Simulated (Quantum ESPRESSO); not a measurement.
Crystal: HfB2.

```
Hf B
1.0
     3.14000    0.00000    0.00000
    -1.57000    2.71932    0.00000
     0.00000    0.00000    3.48000
Hf B
1 2
Cartesian
  0.0000 0.0000 0.0000
  1.5700 0.9064 1.7400
  0.0000 1.8129 1.7400
```

Base run:

* Program: Quantum ESPRESSO 7.5
* Functional: PBEsol
* Potentials or basis: GBRV 1.5 PBEsol
* Cutoff: 612 eV
* Density cutoff: 4898 eV
* k mesh: 10 × 10 × 8
* Occupations: fermi-dirac, width 0.05 eV
* Spin: no spin polarisation
* Hubbard terms: Hf d U = 3 eV

Its results: band gap on the k mesh none (metal or under the smearing width); pressure 0.5 GPa.

Question: The run is repeated on the same cell with these changes: hubbard terms from Hf d U = 3 eV to Hf d U = 6 eV. What comes out?

Answer: Band gap on the k mesh none (metal or under the smearing width); pressure 5.4 GPa.

Caveats: U without spin polarisation on a metal has little footing; the U is typed as a test and isn't derived for this compound.
